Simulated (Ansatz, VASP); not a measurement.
## One calculation of IrO, two programs

```
CELL_PARAMETERS angstrom
0.00000 2.43152 2.43152
2.43152 0.00000 2.43152
2.43152 2.43152 0.00000
ATOMIC_POSITIONS crystal
Ir 0.00000 0.00000 0.00000
O 0.25000 0.25000 0.25000
```

Alike in both runs: task single point; functional PBE; k mesh 16 × 16 × 16; occupations gaussian, width 0.1 eV; no spin polarisation.

```csv
,VASP,Ansatz
version,VASP 6.6.1,Ansatz 0.2.0
potentials or method,"VASP PAW PBE potentials, release 64 (Ir, O)","scalar-relativistic, plane waves, PAW"
plane-wave cutoff (eV),520,420
valence electrons in the cell,15,23
```

VASP gave:

```
gap on the k mesh at the Fermi level (eV) : none
pressure (GPa)                            : -8.3
```

**Question.** Estimate Ansatz's values.

**Answer.** gap on the k mesh at the Fermi level (eV): none; pressure (GPa): -9.0.

A gap of «none» marks a metal or a gap that the smearing closes. The two sets of potentials don't hold the same shells in valence.

Caveats: an odd number of electrons without spin polarisation forces a metal; a magnetic or distorted state may lie lower. The runs have no spin-orbit coupling, so splittings on Ir are missing.
